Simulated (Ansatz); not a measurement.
Run this with Ansatz 0.2.0 through its Python package and show what comes out.

`bn_pdos.py`
```python
"""Which atoms and shells make the states of BN."""

import ansatz as az
import numpy as np

lattice = az.Lattice.of(
    (6.554491, -1.255991, 0.0),
    (6.554491, 1.255991, 0.0),
    (-0.039836, 0.0, 4.398323),
)
sites = [
    ("B", (8.3e-05, 8.3e-05, 0.998824)),
    ("B", (0.200011, 0.200011, 0.427702)),
    ("B", (0.865753, 0.865753, 0.380575)),
    ("B", (0.531531, 0.531531, 0.498282)),
    ("N", (0.980768, 0.980768, 0.343106)),
    ("N", (0.506155, 0.506155, 0.843164)),
    ("N", (0.646895, 0.646895, 0.443798)),
    ("N", (0.312302, 0.312302, 0.393049)),
]
crystal = az.Crystal(lattice=lattice)
for symbol, position in sites:
    crystal = crystal.atom(symbol, position)

calculation = (
    crystal.calculation()
    .kpoints(8, 8, 6, center="gamma")
    .basis(600)
    .functional("r2SCAN", dispersion="d3bjatm")
    .occupations("Fixed")
    .scf(extra_bands=22)
    .density_of_states(projected=True, energy_step=0.05)
)
done = calculation.run(threads=1, backend="cpu")
summary = done.report

dos = done.density_of_states()
energy = np.asarray(dos.energies_ev) - dos.fermi_ev
curves = {}
for site in done.projected_density_of_states().sites:
    for shell in site.shells:
        weight = sum(np.sum(curve.g_bin_mean_per_ev, axis=0) for curve in shell.curves)
        name = f"{site.species} {shell.label}"
        curves[name] = curves.get(name, 0) + weight

step = energy[1] - energy[0]
windows = [(-10, -5), (-5, 0), (0, 6)]
print("states by shell in windows of E - E_F (eV):", windows)
for name, g in curves.items():
    print(f"{name:8s}", " ".join(f"{step * g[(energy >= a) & (energy < b)].sum():8.3f}" for a, b in windows))
filled = (energy < 0) & (energy > -10)
for name, g in curves.items():
    if g[filled].sum() * step > 0.5:
        print(f"centre of {name}: {np.average(energy[filled], weights=g[filled]):.2f} eV")
```

```console
$ python bn_pdos.py
states by shell in windows of E - E_F (eV): [(-10, -5), (-5, 0), (0, 6)]
B 2S        1.280    0.151    0.104
B 2P        2.806    2.544    2.366
N 2S        0.330    0.097    0.088
N 2P        8.019    8.332    0.520
centre of B 2S: -7.61 eV
centre of B 2P: -5.28 eV
centre of N 2P: -5.07 eV
```

What to keep in mind:
- Semilocal gaps usually lie well under measured ones.
- With fixed filling the reported Fermi level is the top filled level among the k-points of the SCF.
- The crystal has a gap of about 2.02 eV on the mesh; bins of finite width blur the band edges.
- This cell is a computed structure, which may not be the phase found in nature.
- Curves are summed over the cell's atoms. Only shells that the potentials hold have channels, so projections don't add up to the total, least of all where a shell is missing (p of most metals); heights and places of peaks move with the mesh.
- The density of states is complete only as far up as bands were computed.
- A band centre counts only the states inside the window taken.
- Timing: 2.6 min on 1 thread of Arm Neoverse N1, on a shared host, peak memory 0.81 GiB.
